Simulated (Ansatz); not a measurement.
Rows from a G0W0 calculation on HfS2/HfS2/HfS2 (1T multilayer) (Ansatz 0.2.0; G0W0 on PBE, plane waves, PAW; PAW set soft_1; 6×6×1 mesh, 783 empty bands, screening to 70 eV, PAW set soft_1 files), in eV. Spin-orbit coupling is left out.

```csv
row,k,band,start,Σx,Σc at the solution,Vxc
A,"(0.000, -0.500, 0.000)",v1,-7.250,-18.227,2.319,-15.476
B,"(0.000, -0.500, 0.000)",c2,-5.139,-10.342,-3.731,-14.602
C,Γ,c1,-4.322,-10.734,-4.492,-15.855
D,Γ,v1,-6.312,-18.669,1.894,-16.407
E,"(0.000, -0.500, 0.000)",c1,-5.210,-10.212,-3.779,-14.489
F,"(0.000, -0.500, 0.000)",v2,-7.314,-18.691,2.361,-15.862
```

Give the quasiparticle energies and the shift of each level.

The quasiparticle equation reads E = start + Σx + Σc(E) − Vxc.

```csv
row,E (eV),shift (eV)
A,-7.683,−0.432
B,-4.610,+0.529
C,-3.693,+0.629
D,-6.680,−0.368
E,-4.712,+0.498
F,-7.782,−0.468
```

Limits: not at the basis limit; coarse mesh for a sheet; no spin-orbit coupling.

[Paths, hosts, dates, memory and timing lines, banners, echoed tables and standing remarks are left out of the program output.]

[Logs are printed without paths, hosts, clocks, repeated set-up lines and the standing remarks that a program may print on its own settings, such as how far it seeks lower states.]

[Runs of the session that timed out or met a known fault of the program may be left out.]

[Cells called generated may have been cut or substituted from an entry of the Crystallography Open Database or the Materials Project.]

[Hosts, paths, dates, database ids (printed as entryN), source tags and the programs' standing remarks are cut or masked in the printed files.]
